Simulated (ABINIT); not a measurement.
Ti:

```
Ti
1.0
     2.95000    0.00000    0.00000
    -1.47500    2.55477    0.00000
     0.00000    0.00000    4.68000
Ti
2
Direct
  0.66667 0.33333 0.75000
  0.33333 0.66667 0.25000
```

Base run:

| Property | Result |
| --- | --- |
| Program | ABINIT 10.8.3 (patched build) |
| Functional | PW91 |
| Potentials or basis | JTH PAW PBE v2.0 |
| Cutoff | 490 eV |
| k mesh | 10 × 10 × 6 |
| Occupations | fermi-dirac, width 0.05 eV |
| Spin | no spin polarisation |

Its results: band gap on the k mesh none (metal or under the smearing width); pressure -1.9 GPa.

After a change of settings the same cell gave: band gap on the k mesh none (metal or under the smearing width); pressure -2.9 GPa. Which change was it?
A. functional from PW91 to AM05
B. functional from PW91 to revPBE
C. functional from PW91 to SCAN
D. functional from PW91 to RPBE

C.

Caveats: the PAW data sets were made with another functional, which shifts forces and pressure a little.

Runs at the PBE level aren't shown here.
